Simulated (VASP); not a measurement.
# AlCo (Pm-3m) in VASP: further runs

Aim: see how the results for AlCo move with the level of theory and the settings. Levels: RPBE, PBE, LDA. Tasks: single point, relaxation of cell and atoms.

Program: VASP 6.6.1. These are calculated values, not measurements. Logs are shortened: lines on timing, memory, paths and dates and some standing lists are left out, and cuts for length are marked.

## (1) Starting point

The structure is cubic, space group Pm-3m (No. 221). The conventional cell has a = 2.819 Å, b = 2.819 Å, c = 2.819 Å, α = 90.00°, β = 90.00°, γ = 90.00°. Around Co (site symmetry m-3m) lie 8 Al at 2.44 Å. Around Al (site symmetry m-3m) lie 8 Co at 2.44 Å.

The cell is a database's computed one.

## (2) Single point, RPBE, collinear spin, random start (atoms moved at random, drawn with an rms of 0.05 Å)

run.py

```python
from ase.calculators.vasp import Vasp
from ase.dft.bandgap import bandgap
from ase.io import read

atoms = read('AlCo.cif')
atoms.set_initial_magnetic_moments([1.52, 0.0])
calc = Vasp(
    directory='calc',
    xc='rpbe',
    pp='PBE',
    setups='materialsproject',
    prec='Accurate',
    encut=520,
    ediff=1e-06,
    ismear=1,
    sigma=0.1,
    lreal=False,
    lasph=True,
    nelm=120,
    algo='Fast',
    isif=2,
    lwave=False,
    lcharg=True,
    ispin=2,
    lorbit=11,
    lmaxmix=4,
    lelf=True,
    lvhar=True,
    kpts=[9, 9, 9],
    gamma=True,
    nbands=17,
)
atoms.calc = calc

print('energy (eV):', atoms.get_potential_energy())
print('free energy (eV):', atoms.get_potential_energy(force_consistent=True))
print('forces (eV/A):')
print(atoms.get_forces())
print('stress (eV/A^3, Voigt):', atoms.get_stress())
print('Fermi level (eV):', calc.get_fermi_level())
print('moment (muB):', atoms.get_magnetic_moment())
print('site moments (muB):', atoms.get_magnetic_moments())
gap, top, bottom = bandgap(calc)
print('band gap (eV):', gap, 'from (spin, k, band)', top, 'to', bottom)
```

AlCo.cif

```cif
data_AlCo
_cell_length_a 2.81940321
_cell_length_b 2.81940321
_cell_length_c 2.81940321
_cell_angle_alpha 90.00000000
_cell_angle_beta 90.00000000
_cell_angle_gamma 90.00000000
_space_group_name_H-M_alt 'P1'
_space_group_name_Hall 'P 1'
_space_group_IT_number 1
loop_
_space_group_symop_operation_xyz
'x,y,z'
loop_
_atom_site_label
_atom_site_type_symbol
_atom_site_symmetry_multiplicity
_atom_site_Wyckoff_symbol
_atom_site_fract_x
_atom_site_fract_y
_atom_site_fract_z
_atom_site_occupancy
Co1 Co 1 a 0.5136340000 0.4823490000 0.4953120000 1
Al1 Al 1 a -0.0073820000 -0.0028210000 -0.0014690000 1
```

Potentials or basis: VASP PAW PBE potentials, release 64 (Co, Al).

Run with:

```bash
$ python run.py
```

Standard output:

```text
energy (eV): -11.11153868
free energy (eV): -11.11141637
forces (eV/A):
[[-0.50487671  0.35820906  0.07812999]
 [ 0.50487671 -0.35820906 -0.07812999]]
stress (eV/A^3, Voigt): [-0.06819931 -0.06894225 -0.06965704 -0.00045483  0.00064083  0.00293917]
Fermi level (eV): 11.12889196
moment (muB): -9.69e-05
site moments (muB): [-0.  0.]
band gap (eV): 0.0 from (spin, k, band) (None, None, None) to (None, None, None)
```

OUTCAR:

```text
ENCUT = 520.000000
   EDIFF = 1.00e-06
   GGA = RP
   PREC = Accurate
   ISIF = 2
   ISMEAR = 1
   ISPIN = 2
   LORBIT = 11
   NELM = 120
   LASPH = .TRUE.
   LREAL = .FALSE.

 ion  position               nearest neighbor table
   1  0.514  0.482  0.495-   2 2.38   2 2.39   2 2.43   2 2.44   2 2.45   2 2.46   2 2.50   2 2.51

   2  0.993  0.997  0.999-   1 2.38   1 2.39   1 2.43   1 2.44   1 2.45   1 2.46   1 2.50   1 2.51

  LATTYP: Found a simple cubic cell.
 ALAT       =     2.8194032100

  Lattice vectors:

 A1 = (   2.8194032100,   0.0000000000,   0.0000000000)
 A2 = (   0.0000000000,   2.8194032100,   0.0000000000)
 A3 = (   0.0000000000,   0.0000000000,   2.8194032100)

Analysis of symmetry for initial positions (statically):
=====================================================================
 Subroutine PRICEL returns:
 Original cell was already a primitive cell.

 Routine SETGRP: Setting up the symmetry group for a
 simple cubic supercell.

 Subroutine GETGRP returns: Found  1 space group operations
 (whereof  1 operations were pure point group operations)
 out of a pool of 48 trial point group operations.

The static configuration has the point symmetry C_1 .

Analysis of symmetry for dynamics (positions and initial velocities):
=====================================================================
 Subroutine PRICEL returns:
 Original cell was already a primitive cell.

 Routine SETGRP: Setting up the symmetry group for a
 simple cubic supercell.

 Subroutine GETGRP returns: Found  1 space group operations
 (whereof  1 operations were pure point group operations)
 out of a pool of 48 trial point group operations.

The dynamic configuration has the point symmetry C_1 .

Analysis of structural, dynamic, and magnetic symmetry:
=====================================================================
 Subroutine PRICEL returns:
 Original cell was already a primitive cell.

 Routine SETGRP: Setting up the symmetry group for a
 simple cubic supercell.

 Subroutine GETGRP returns: Found  1 space group operations
 (whereof  1 operations were pure point group operations)
 out of a pool of 48 trial point group operations.

The overall configuration has the point symmetry C_1 .

 Subroutine INISYM returns: Found  1 space group operations
 (whereof  1 operations are pure point group operations),
 and found     1 'primitive' translations

----------------------------------------------------------------------------------------

                                     Primitive cell

  volume of cell :      22.4115

  direct lattice vectors                    reciprocal lattice vectors
     2.819403210  0.000000000  0.000000000     0.354684990  0.000000000  0.000000000
     0.000000000  2.819403210  0.000000000     0.000000000  0.354684990  0.000000000
     0.000000000  0.000000000  2.819403210     0.000000000  0.000000000  0.354684990

  length of vectors
     2.819403210  2.819403210  2.819403210     0.354684990  0.354684990  0.354684990

  position of ions in fractional coordinates (direct lattice)
     0.513634000  0.482349000  0.495312000
     0.992618000  0.997179000  0.998531000

  ion indices of the primitive-cell ions
   primitive index   ion index
                 1           1
                 2           2

[... 95 lines left out ...]
   ENCUT  =  520.0 eV  38.22 Ry    6.18 a.u.   5.24  5.24  5.24*2*pi/ulx,y,z
   NELM   =    120;   NELMIN=  2; NELMDL= -5     # of ELM steps
   EDIFF  = 0.1E-05   stopping-criterion for ELM
   LREAL  =      F    real-space projection
   EDIFFG = 0.1E-04   stopping-criterion for IOM
   NSW    =      0    number of steps for IOM
   IBRION =     -1    ionic relax: 0-MD 1-quasi-New 2-CG
   NFREE  =      0    steps in history (QN), initial steepest desc. (CG)
   ISIF   =      2    stress and relaxation
   ISYM   =      2    0-nonsym 1-usesym 2-fastsym
   POTIM  = 0.5000    time-step for ionic-motion
   TEBEG  =    0.0;   TEEND  =   0.0 temperature during run
   PSTRESS=    0.0 pullay stress
   NELECT =      12.0000    total number of electrons
   NUPDOWN=      -1.0000    fix difference up-down
   EMIN   =  10.00;   EMAX   =-10.00  energy-range for DOS
   EFERMI =   0.00;   METHOD = LEGACY
   ISMEAR =     1;   SIGMA  =   0.10  broadening in eV -4-tet -1-fermi 0-gaus
   EFERMI_NEDOS =   21; number of points for ismear=-14 and -15
   IALGO  =     68    algorithm
   IMIX   =      4    mixing-type and parameters
     AMIX     =   0.40;   BMIX     =  1.00
     AMIX_MAG =   1.60;   BMIX_MAG =  1.00
  volume/ion in A,a.u.               =      11.21        75.62
  Fermi-wavevector in a.u.,A,eV,Ry     =   1.329366  2.512138 24.044423  1.767215
  Thomas-Fermi vector in A             =   2.458534
   LORBIT       =     11    0 simple, 1 ext, 2 COOP (PROOUT), +10 PAW based schemes
   GGA     = RP    functional components
   LHFCALC =     F    Hartree Fock is set to
   AEXX    =    0.0000 exact exchange contribution
   IVDW    =     0    specifies the selected vdW correction
   LEPSILON=     F    determine dielectric tensor
   LRPA    =     F    only Hartree local field effects (RPA)
 spin polarized calculation
 RMM-DIIS sequential band-by-band and
 Methfessel and Paxton  Order N= 1 SIGMA  =   0.10
  energy-cutoff  :      520.00
  volume of cell :       22.41
 maximum number of plane-waves:       619
 NGX is ok and might be reduce to    24
   NGX = 11   NGY = 11   NGZ = 11

 number of electron      12.0000000 magnetization       0.0008797

 number of electron      12.0000000 magnetization      -0.0000969

 Free energy of the ion-electron system (eV)
  ---------------------------------------------------
  ext. energy  EPLUGINS =         0.00000000
  ---------------------------------------------------
  free energy    TOTEN  =       -11.11141637 eV

  energy without entropy =      -11.11178330  energy(sigma->0) =      -11.11153868

 E-fermi :  11.1289     XC(G=0): -12.3381

 val. band max:       11.0818101837   @ k =  -0.4444  -0.4444   0.1111
 cond. band min:      11.2520689167   @ k =  -0.3333   0.0000   0.4444
 fundamental gap:      0.1702587330
 Fermi energy:        11.1288919611

 spin component 1

 k-point     1 :       0.0000    0.0000    0.0000
  band No.  band energies     occupation
      1      -0.1636      1.00000
      2       8.0215      1.00000
      3       8.0259      1.00000
      4      10.2359      1.00000
      5      10.2443      1.00000
      6      10.2456      1.00000
[... 779 lines left out ...]
      6      10.2168      1.00000
[... 9 lines left out ...]
     16      31.9776      0.00000
     17      33.5477      0.00000

 [... further k-points ...]

 spin component 2

 k-point     1 :       0.0000    0.0000    0.0000
  band No.  band energies     occupation
      1      -0.1635      1.00000
      2       8.0213      1.00000
      3       8.0257      1.00000
      4      10.2357      1.00000
      5      10.2442      1.00000
      6      10.2454      1.00000
[... 779 lines left out ...]
      6      10.2167      1.00000
[... 9 lines left out ...]
     16      31.9776      0.00000
     17      33.5477      0.00000

 [... further k-points ...]

------------------------ aborting loop because EDIFF is reached ----------------------------------------

  FORCE on cell =-STRESS in cart. coord.  units (eV):
  Direction    XX          YY          ZZ          XY          YZ          ZX
  --------------------------------------------------------------------------------------
  -------------------------------------------------------------------------------------
  Total        1.5284505      1.5451009      1.5611205     -0.0658713      0.0101934     -0.0143620
  in kB      109.2673477    110.4576684    111.6028863     -4.7090701      0.7287140     -1.0267226
  external PRESSURE =     110.4426341 kB  Pullay stress =       0.0000000 kB

 VOLUME and BASIS-vectors are now :
 -----------------------------------------------------------------------------
  energy-cutoff  :      520.00
  volume of cell :       22.41
      direct lattice vectors                 reciprocal lattice vectors
     2.819403210  0.000000000  0.000000000     0.354684990  0.000000000  0.000000000
     0.000000000  2.819403210  0.000000000     0.000000000  0.354684990  0.000000000
     0.000000000  0.000000000  2.819403210     0.000000000  0.000000000  0.354684990

 POSITION                                       TOTAL-FORCE (eV/Angst)
 -----------------------------------------------------------------------------------
      1.44814      1.35994      1.39648        -0.504877      0.358209      0.078130
      2.79859      2.81145      2.81526         0.504877     -0.358209     -0.078130
 -----------------------------------------------------------------------------------
    total drift:                               -0.000159      0.000147     -0.000016

  FREE ENERGIE OF THE ION-ELECTRON SYSTEM (eV)
  ---------------------------------------------------
  free  energy   TOTEN  =       -11.1114163733 eV

  energy  without entropy=      -11.1117832963  energy(sigma->0) =      -11.11153868

 total charge

# of ion       s       p       d       tot
------------------------------------------
    1        0.448   0.538   7.529   8.515
    2        0.402   0.445   0.000   0.847
--------------------------------------------------
tot          0.851   0.982   7.529   9.362

 magnetization (x)

# of ion       s       p       d       tot
------------------------------------------
    1        0.000   0.000  -0.000  -0.000
    2       -0.000   0.000   0.000   0.000
--------------------------------------------------
tot          0.000   0.000  -0.000  -0.000
```

INCAR:

```text
ENCUT = 520.000000
SIGMA = 0.100000
EDIFF = 1.00e-06
ALGO = Fast
GGA = RP
PREC = Accurate
ISIF = 2
ISMEAR = 1
ISPIN = 2
LMAXMIX = 4
LORBIT = 11
NBANDS = 17
NELM = 120
LASPH = .TRUE.
LCHARG = .TRUE.
LELF = .TRUE.
LVHAR = .TRUE.
LWAVE = .FALSE.
LREAL = .FALSE.
MAGMOM = 1*1.5200 1*0.0000
```

It took 3.1 min on 1 thread of AMD EPYC 9R45 (Zen 5), shared host; peak memory 0.29 GiB.

Results:

* Free energy: -11.1114 eV
* Pressure: 11.0 GPa
* Largest force: 0.624 eV/Å
* Band gap on the k mesh: none (metal or under the smearing width)
* Net moment: 0.00 μB per cell
* Valence electrons inside the program's atomic spheres: Co 8.52; Al 0.85

Forces in eV/Å, atoms in the order of the input:
```
Co  -0.505  0.358  0.078
Al   0.505 -0.358 -0.078
```

Stress tensor (GPa, compression positive):
```
10.93 -0.47 -0.10
-0.47 11.05  0.07
-0.10  0.07 11.16
```

Levels at points of the mesh, in eV from the Fermi level:
Spin up:
```csv
k point,band 3,band 4,band 5,band 6,band 7,band 8,band 9,band 10
"(0.00, 0.00, 0.00)",-3.10,-0.89,-0.88,-0.88,6.15,6.16,6.17,8.83
```
Spin down:
| k point | band 2 | band 3 | band 4 | band 5 | band 6 | band 7 | band 8 | band 9 | band 10 | band 11 |
| --- | --- | --- | --- | --- | --- | --- | --- | --- | --- | --- |
| (0.00, 0.00, 0.00) | -3.11 | -3.10 | -0.89 | -0.88 | -0.88 | 6.15 | 6.16 | 6.17 | 8.83 | 8.84 |

Caveat: the starting moments collapsed, and a magnetic state may lie lower; the PAW data sets were made with another functional, which shifts forces and pressure a little.

## (3) Single point, PBE, collinear spin, ferromagnetic start

INCAR

```
SYSTEM = AlCo
ALGO = Normal
EDIFF = 1E-7
ENCUT = 520
GGA = PE
ISIF = 2
ISMEAR = -1
ISPIN = 2
LASPH = .True.
LCHARG = .False.
LMAXMIX = 4
LORBIT = 11
LREAL = .False.
LWAVE = .False.
MAGMOM = 3.5 0
NBANDS = 17
NELM = 150
PREC = Accurate
SIGMA = 0.05
```

KPOINTS

```
k-points
0
Gamma
  9 9 9
  0 0 0
```

POSCAR

```
AlCo
1.0
    2.8194032100      0.0000000000      0.0000000000
    0.0000000000      2.8194032100      0.0000000000
    0.0000000000      0.0000000000      2.8194032100
Co Al
1 1
Direct
    0.5000000000      0.5000000000      0.5000000000
    0.0000000000      0.0000000000      0.0000000000
```

Potentials or basis: VASP PAW PBE potentials, release 64 (Co, Al).

Run with:

```bash
$ cat potpaw_PBE.64/Co/POTCAR potpaw_PBE.64/Al/POTCAR > POTCAR
$ mpirun -np 1 vasp_std > vasp.out
```

It took 28 s on 1 thread of Intel Xeon Platinum 8488C (Sapphire Rapids), shared host; peak memory 0.15 GiB.

Results (log left out):

```yaml
Free_energy: -11.9795 eV
Pressure: 6.5 GPa
Band_gap_on_the_k_mesh: none (metal or under the smearing width)
Net_moment: 0.00 μB per cell
Valence_electrons_inside_the_program's_atomic_spheres: Co 8.51; Al 0.84
```

Levels at points of the mesh, in eV from the Fermi level:
Spin up:
```tsv
k point	band 4	band 5	band 6	band 7	band 8	band 9
(0.00, 0.00, 0.00)	-0.88	-0.88	-0.88	6.13	6.13	6.13
```
Spin down:
```
           k point  band 3  band 4  band 5  band 6  band 7  band 8  band 9  band 10
(0.00, 0.00, 0.00)   -3.10   -0.88   -0.88   -0.88    6.13    6.13    6.13     8.87
```

Caveat: the starting moments collapsed, and a magnetic state may lie lower.

## (4) Single point, RPBE, collinear spin, ferromagnetic start

INCAR

```
SYSTEM = AlCo
PREC = Accurate
ENCUT = 500
EDIFF = 1E-7
ISMEAR = 0
SIGMA = 0.05
LREAL = .False.
LASPH = .True.
NELM = 100
ALGO = Normal
ISIF = 2
LWAVE = .False.
LCHARG = .False.
ISPIN = 2
MAGMOM = 2 0
LORBIT = 11
LMAXMIX = 4
GGA = RP
NBANDS = 17
```

KPOINTS

```
Automatic mesh
0
Gamma
  9 9 9
  0 0 0
```

POSCAR: that of step 3 with these lines changed.

```diff
@@ -7,4 +7,4 @@
 1 1
-Direct
-    0.5000000000      0.5000000000      0.5000000000
+Cartesian
+    1.4097016050      1.4097016050      1.4097016050
     0.0000000000      0.0000000000      0.0000000000
```

Run with:

```bash
$ cat potpaw_PBE.64/Co/POTCAR potpaw_PBE.64/Al/POTCAR > POTCAR
$ mpirun -np 1 vasp_std > vasp.out
```

Run time: 43 s. Hardware: 1 thread of AMD EPYC 7R13 (Zen 3), shared host; peak memory 0.12 GiB.

Results (log left out):

- Free energy: -11.1343 eV
- Pressure: 10.6 GPa
- Band gap on the k mesh: none (metal or under the smearing width)
- Net moment: 0.00 μB per cell
- Valence electrons inside the program's atomic spheres: Co 8.51; Al 0.84

Levels at points of the mesh, in eV from the Fermi level:
Spin up:
```csv
k point,band 4,band 5,band 6,band 7,band 8,band 9
"(0.00, 0.00, 0.00)",-0.87,-0.87,-0.87,6.17,6.17,6.17
```
Spin down:
```csv
k point,band 2,band 3,band 4,band 5,band 6,band 7,band 8,band 9,band 10,band 11
"(0.00, 0.00, 0.00)",-3.09,-3.09,-0.87,-0.87,-0.87,6.17,6.17,6.17,8.83,8.83
```

Caveat: the starting moments collapsed, and a magnetic state may lie lower; the PAW data sets were made with another functional, which shifts forces and pressure a little.

## (5) Single point, RPBE, collinear spin, ferromagnetic start

run.py: that of step 2 with these lines changed.

```diff
@@ -4,4 +4,4 @@
 
-atoms = read('AlCo.cif')
-atoms.set_initial_magnetic_moments([1.52, 0.0])
+atoms = read('AlCo.xyz')
+atoms.set_initial_magnetic_moments([2.0, 0.0])
 calc = Vasp(
@@ -10,8 +10,8 @@
     pp='PBE',
-    setups='materialsproject',
+    setups='minimal',
     prec='Accurate',
-    encut=520,
+    encut=500,
     ediff=1e-06,
-    ismear=1,
-    sigma=0.1,
+    ismear=0,
+    sigma=0.05,
     lreal=False,
@@ -30,3 +30,2 @@
     gamma=True,
-    nbands=17,
 )
```

AlCo.xyz

```xyz
2
Lattice="2.8194032100 0.0000000000 0.0000000000 0.0000000000 2.8194032100 0.0000000000 0.0000000000 0.0000000000 2.8194032100" Properties=species:S:1:pos:R:3 pbc="T T T"
Co     1.4097016050      1.4097016050      1.4097016050
Al     0.0000000000      0.0000000000      0.0000000000
```

Run with:

```bash
$ python run.py
```

Wall time 27 s (1 thread of AMD EPYC 7R13 (Zen 3), shared host); peak memory 0.12 GiB.

It converged, with:

```
Free energy                                           : -11.1343 eV
Pressure                                              : 10.4 GPa
Band gap on the k mesh                                : none (metal or under the smearing width)
Net moment                                            : 0.00 μB per cell
Valence electrons inside the program's atomic spheres : Co 8.51; Al 0.85
```

Levels at points of the mesh, in eV from the Fermi level:
Spin up:
```
           k point  band 4  band 5  band 6  band 7  band 8  band 9
(0.00, 0.00, 0.00)   -0.87   -0.87   -0.87    6.17    6.17    6.17
```
Spin down:
| k point | band 2 | band 3 | band 4 | band 5 | band 6 | band 7 | band 8 | band 9 | band 10 | band 11 |
| --- | --- | --- | --- | --- | --- | --- | --- | --- | --- | --- |
| (0.00, 0.00, 0.00) | -3.09 | -3.09 | -0.87 | -0.87 | -0.87 | 6.17 | 6.17 | 6.17 | 8.83 | 8.83 |

Caveat: the starting moments collapsed, and a magnetic state may lie lower; the PAW data sets were made with another functional, which shifts forces and pressure a little.

(Part 1 of 2 ends here.)
